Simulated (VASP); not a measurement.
Energy against volume of RuO2 (rutile). All values below come from LDA (Ceperley-Alder, Perdew-Zunger), VASP's LDA PAW potentials (set 64) (plane waves; VASP). Run with 520 eV cut-off, 7×7×10 Γ-centred mesh, first-order Methfessel-Paxton smearing of 0.10 eV, potentials Ru_pv O.

Shape and ions are relaxed at each volume.

```tsv
V (Å³/atom)	E (eV/atom)
9.765	-8.51293
10.067	-8.52252
10.369	-8.51505
10.671	-8.49316
```

Fit these four points and predict the energy of the run at 9.463 Å³/atom.

A cubic in V^(−2/3), the third-order Birch-Murnaghan form, passes through the four points with V0 = 10.08 Å³/atom and B0 = 300 GPa, and gives -8.4831 eV/atom there. The run gave -8.4832 eV/atom, -0.1 meV/atom from the fit; all five points give B0 = 299 GPa.

The compound is RuO2 in the rutile structure. It was relaxed first.
